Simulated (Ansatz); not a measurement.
# GaN (NiAs type): the cost of one run

Computed with Ansatz 0.2.0 (DFT r²SCAN, scalar-relativistic, unless a step's input says otherwise).

1 further run of the same task is left out (it didn't finish).

### Step 1. Starting point

The structure is hexagonal, space group P6_3/mmc (No. 194). Conventional cell: a = 3.365 Å, b = 3.365 Å, c = 5.048 Å, α = 90.00°, β = 90.00°, γ = 120.00°. Around Ga (site symmetry -3m) lie 6 N at 2.32 Å and 2 Ga at 2.52 Å. N (site symmetry -6m2) is surrounded by 6 Ga at 2.32 Å.

Structure file:

```
CELL_PARAMETERS angstrom
3.36524 0.00000 0.00000
-1.68262 2.91438 0.00000
0.00000 0.00000 5.04786
ATOMIC_POSITIONS crystal
Ga 0.00000 0.00000 0.00000
Ga 0.00000 0.00000 0.50000
N 0.33333 0.66667 0.25000
N 0.66667 0.33333 0.75000
```

Atoms are numbered in the order of the input: Ga1, Ga2, N3, N4.

### Step 2. Relaxing the guess with PAW

Input file input.yaml:

```yaml
crystal:
  lattice:
    - [3.3652416391, 0.0, 0.0]
    - [-1.6826208196, 2.9143847494, 0.0]
    - [0.0, 0.0, 5.0478624587]
  atoms:
    - { symbol: Ga, position: [0.0, 0.0, 0.0] }
    - { symbol: Ga, position: [0.0, 0.0, 0.5] }
    - { symbol: "N", position: [0.3333333333, 0.6666666667, 0.25] }
    - { symbol: "N", position: [0.6666666667, 0.3333333333, 0.75] }
kpoints:
  mp_grid: { grid: [12, 12, 7] }
scf:
  occupations: { method: fermi_dirac, width: 0.08 }
hamiltonian:
  xc: r2scan
  pseudopotentials: { kind: paw }
output:
  forces: true
  stress: true
relax:
  f_tol: 0.005
  max_steps: 80
  cell: {}
```

The run is started by

```bash
$ ansatz run input.yaml --threads 1 --pin off --max-ram 3072MiB --backend cpu --events-out ev --progress --plain --runs-dir out
```

Q: Estimate wall time and peak memory on 1 thread of AMD EPYC 7R43 (Zen 3), shared host.

About 64 s, with a peak of 0.56 GiB.
